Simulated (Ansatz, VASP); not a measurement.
One calculation of MgB2, two programs

File INCAR:

```
SYSTEM = MgB2
ALGO = Normal ; EDIFF = 1E-7
ENCUT = 520 ; GGA = PE
ISIF = 2 ; ISMEAR = -1
LASPH = .TRUE. ; LCHARG = .TRUE.
LELF = .TRUE. ; LREAL = .FALSE.
LVHAR = .TRUE. ; LWAVE = .FALSE.
NBANDS = 11 ; NELM = 100
PREC = Accurate ; SIGMA = 0.05
```

KPOINTS

```
k-points
0
G
  10 10 8
  0 0 0
```

File POSCAR:

```
MgB2
1.0
    3.0642946782      0.0000000000      0.0000000000
   -1.5321473391      2.6537570360      0.0000000000
    0.0000000000      0.0000000000      3.4993549923
Mg B
1 2
Direct
    0.0000000000      0.0000000000      0.0000000000
    0.6666666667      0.3333333333      0.5000000000
    0.3333333333      0.6666666667      0.5000000000
```

Contents of input.yaml:

```yaml
crystal:
  lattice:
    - [3.0642946782, 0.0, 0.0]
    - [-1.5321473391, 2.653757036, 0.0]
    - [0.0, 0.0, 3.4993549923]
  atoms:
    - { symbol: Mg, position: [0.0, 0.0, 0.0] }
    - { symbol: B, position: [0.6666666667, 0.3333333333, 0.5] }
    - { symbol: B, position: [0.3333333333, 0.6666666667, 0.5] }
kpoints:
  mp_grid: { grid: [10, 10, 8] }
scf:
  occupations: { method: fermi_dirac, width: 0.05 }
hamiltonian:
  xc: pbe
  pseudopotentials: { kind: all_electron, lapw: { basis_error: 0.001 } }
output:
  forces: true
  stress: true
  eigenvalues: true
```

Change from the starting cell: volume scaled by 0.98.

Alike in both runs: task single point; functional PBE; k mesh 10 × 10 × 8; occupations fermi-dirac, width 0.05 eV; no spin polarisation.

|  | VASP | Ansatz |
| --- | --- | --- |
| version | VASP 6.6.1 | Ansatz 0.2.0 |
| potentials or method | VASP PAW PBE potentials, release 64 (Mg, B) | all-electron LAPW, scalar-relativistic |
| plane-wave cutoff (eV) | 520 | see its input |

Ansatz gave:

```
gap on the k mesh at the Fermi level (eV)       : none
pressure (GPa)                                  : 2.2
largest component of the traceless stress (GPa) : 0.77
```

Estimate VASP's values.

gap on the k mesh at the Fermi level (eV): none; pressure (GPa): 2.0; largest component of the traceless stress (GPa): 0.91.

A gap of «none» marks a metal or a gap that the smearing closes. Ansatz ran all-electron here, so the differences hold the error of VASP's frozen core and of both bases.
